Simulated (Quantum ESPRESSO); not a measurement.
TaN: zone-centre phonons under several settings

```
Ta N
1.0
     0.00000    2.21132    2.21132
     2.21132    0.00000    2.21132
     2.21132    2.21132    0.00000
Ta N
1 1
Cartesian
  2.2113 2.2113 2.2113
  0.0000 0.0000 0.0000
```

The cell comes from a database or a generator and needn't be the stable form of this composition.

All runs used Quantum ESPRESSO 7.5; relaxed cell; no spin polarisation; cutoff 762 eV; occupations cold, width 0.2 eV.

```csv
level,potentials,k mesh (s: shifted),volume (Å³/atom),lowest optical mode without the field (cm⁻¹)
LDA,GBRV 1.5 LDA,7 × 7 × 7,10.28,334
PBE,GBRV 1.5 PBE,7 × 7 × 7,10.76,297
PBEsol,GBRV 1.5 PBEsol,7 × 7 × 7,10.47,322
BLYP,GBRV 1.5 PBE,7 × 7 × 7,11.18,261
WC,GBRV 1.5 PBE,7 × 7 × 7,?,?
AM05,GBRV 1.5 PBE,7 × 7 × 7,10.45,319
vdW-DF-cx,GBRV 1.5 PBE,7 × 7 × 7,10.53,328
LDA,GBRV 1.5 LDA,10 × 10 × 10,10.28,420
PBE,GBRV 1.5 PBE,10 × 10 × 10,10.77,379
PBEsol,GBRV 1.5 PBEsol,10 × 10 × 10,10.47,407
BLYP,GBRV 1.5 PBE,10 × 10 × 10,11.18,336
WC,GBRV 1.5 PBE,10 × 10 × 10,10.55,401
```

Q: What stands in the row left open?

A: Volume 10.55 Å³/atom; lowest optical mode without the field 318 cm⁻¹.

Caveats: the mesh is thin for the phonons of a metal (some runs); the potentials were made for another functional, which shifts forces and pressure (some runs).

For the row left open. Caveat: the k mesh is coarse; the mesh is thin for the phonons of a metal; the potentials were made for another functional, which shifts forces and pressure.
